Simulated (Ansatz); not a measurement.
# Re: the change of pressure with volume per atom

All results are calculated (Ansatz 0.2.0 development build). Equation of state of a cubic crystal from periodic Kohn-Sham density functional theory without spin; pressure corrected for the finite basis.

Cell of the first row (space group Fd-3m, No. 227):
```
CELL_PARAMETERS angstrom
0.00000 2.76880 2.76880
2.76880 0.00000 2.76880
2.76880 2.76880 0.00000
ATOMIC_POSITIONS crystal
Re 0.00000 0.00000 0.00000
Re 0.25000 0.25000 0.25000
```

Settings of every row: formula Re; structure type diamond; functional PBE; spin treatment none; k mesh 17x17x17; occupation method fermi-dirac; occupation width 0.061225619 eV; wave cutoff 420 eV; datasets soft-1 PAW; density cutoff ratio 4.

Limits: a cubic model structure, not a phase known at ambient conditions; some atoms lie unusually close (a squeezed, shaken or made-up cell); no spin-orbit coupling, which can matter with elements this heavy.

| row | volume per atom (Å³) | pressure (GPa) | energy above lowest point (meV/atom) |
| --- | --- | --- | --- |
| 1 | 21.226 | 12.343 | 48.83 |
| 2 | 21.677 | 7.739 | 20.64 |
| 3 | 22.129 | 3.592 | 4.77 |
| 4 | 22.58 | ? | ? |
| 5 | 23.032 | -3.51 | 5.24 |
| 6 | 23.484 | -6.542 | 19.48 |
| 7 | 23.935 | -9.271 | 41.83 |

Question: what pressure should row 4 give?

Worked fit of pressure. Take u = (V_r/V)^(2/3) − 1 with V_r = 22.581 Å³ an atom, which is twice the finite (Eulerian) strain; such expansions in the strain, on which the Birch-Murnaghan equation of state is built, carry the rest volume and the bulk modulus. The shown rows have u = 0.04212, 0.02761, 0.01357, -0.0131, -0.0258, -0.03808. Least squares give pressure = −0.1479 + 265.755 × u + 708.11 × u² + 543 × u³ GPa; a parabola predicts inner rows, each left out in turn, worse (root mean square 0.012 against 0.0031 GPa). The rows lie off it by 0.000, -0.002, 0.002, -0.001, 0.000, 0.000. The pressure vanishes at u = 0.0006, or V = 22.56 Å³ an atom, and there the bulk modulus at fixed shape and fractions is B = −V dP/dV = (2/3)(1 + u) dP/du = 178 GPa. The withheld row has u = 3e-05, so the fit gives −0.1479 + 265.755 × (3e-05) + 708.11 × (3e-05)² + 543 × (3e-05)³ = -0.140 GPa.

The calculation gave -0.144 GPa. The fit lies 0.004 GPa (2.8 % of the value, 0.019 % of the column's range) above it; its largest miss of a shown row is 0.002 GPa.

The other values of row 4: energy above lowest point 0 meV/atom.
